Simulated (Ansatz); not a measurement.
**AlNi3: how the smearing width on a coarse mesh moves the results**

Level of theory: Ansatz, DFT PBEsol, scalar-relativistic, plane waves, PAW.

```
Al Ni
1.0
     0.00000    2.80189    2.80189
     2.80189    0.00000    2.80189
     2.80189    2.80189    0.00000
Al Ni
1 3
Cartesian
  2.8019 2.8019 2.8019
  1.4009 1.4009 1.4009
  0.0000 0.0000 0.0000
  4.2028 4.2028 4.2028
```

| Item | Value |
| --- | --- |
| plane-wave cutoff | 420 eV |
| Γ-centred k-mesh | 7×7×7 |
| spin treatment | unpolarised |

The atoms are held and the smearing width on a coarse mesh is swept. Energies are extrapolated to zero smearing and count from the reference run, 14×14×14 Γ-centred mesh, Gaussian smearing 0.1 eV. The cell isn't necessarily relaxed at this level. Pressure is positive in compression.

```tsv
rule, width (eV)	ΔE (meV/atom)	ΔF, free energy (meV/atom)	P (GPa)
Gaussian 0.01	1.88	3.54	-0.81
Gaussian 0.05	1.91	3.10	-0.78
Gaussian 0.1	1.82	1.75	-0.75
Gaussian 0.2	2.17	-3.77	-0.63
Gaussian 0.4	5.44	-29.3	0.00
```

Cost: 5 runs of about 0.32 core-minutes in all, on Intel Xeon Processor @ 2.50GHz (Skylake/Cascade Lake) (shared hosts).